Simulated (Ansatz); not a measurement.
# Zone-centre phonons of PtSe$_{2}$ at 20 GPa: input and output

Method: DFT PBEsol, scalar-relativistic, plane waves, PAW in Ansatz 0.2.0.

Launched with:
```bash
ansatz run input.yaml --threads 1 --pin off --max-ram 3072MiB --backend cpu --events-out ev --progress --plain --runs-dir out
```

Input (bare energies are in eV):
```yaml
crystal:
  lattice:
    - [3.6598441135, 0.0, 0.0]
    - [-1.8299220567, 3.1695179761, 0.0]
    - [0.0, 0.0, 4.3032817392]
  atoms:
    - { symbol: Pt, position: [0.0, 0.0, 0.0] }
    - { symbol: Se, position: [0.3333333333, 0.6666666667, 0.2883115546] }
    - { symbol: Se, position: [0.6666666667, 0.3333333333, 0.7116884454] }
basis:
  ecutwfc: 420
kpoints:
  mp_grid: { grid: [12, 12, 8] }
hamiltonian:
  xc: pbesol
scf:
  occupations: { method: fermi_dirac, width: 0.15 }
output:
  eigenvalues: true
phonons:
  method: dfpt
  eigenvectors: true
```

Results section of the output:
```
--- Phonons (Γ-DFPT): 4 representative perturbations + reference, on 320 of 1152 k-points (Σ response iterations 12) ---
  k mesh reduced under 2 symmetry operations, with k and −k counted as one. Each operation leaves every solved perturbation unchanged. A smaller set is not used because it would not reduce the number of displacements ...
  ASR residual: 9.245e-4 → 0.000e0 eV/Å²; symmetrization residual: 2.775e-5 eV/Å²
  ASR residual per site (eV/Å²): 9.24e-4 1.46e-4 1.46e-4
  Γ frequencies (cm⁻¹): 0.00 0.00 0.00 180.67 180.67 237.61 250.57 250.57 252.95
  non-analytic LO–TO correction: not included (Born effective charges unavailable; polar crystals: no LO–TO splitting at Γ)
```

The run took 3.5 min on 1 thread of Intel(R) Xeon(R) Platinum 8259CL CPU @ 2.50GHz (Skylake/Cascade Lake), on a shared host, peak memory 1.7 GiB.

In a metal, frequencies and elastic constants depend on the k mesh and the smearing, soft modes and shear constants most. Spin–orbit coupling is left out, which matters for heavy elements. Other phases may be more stable at this pressure. A semilocal functional can close a gap that the real compound has.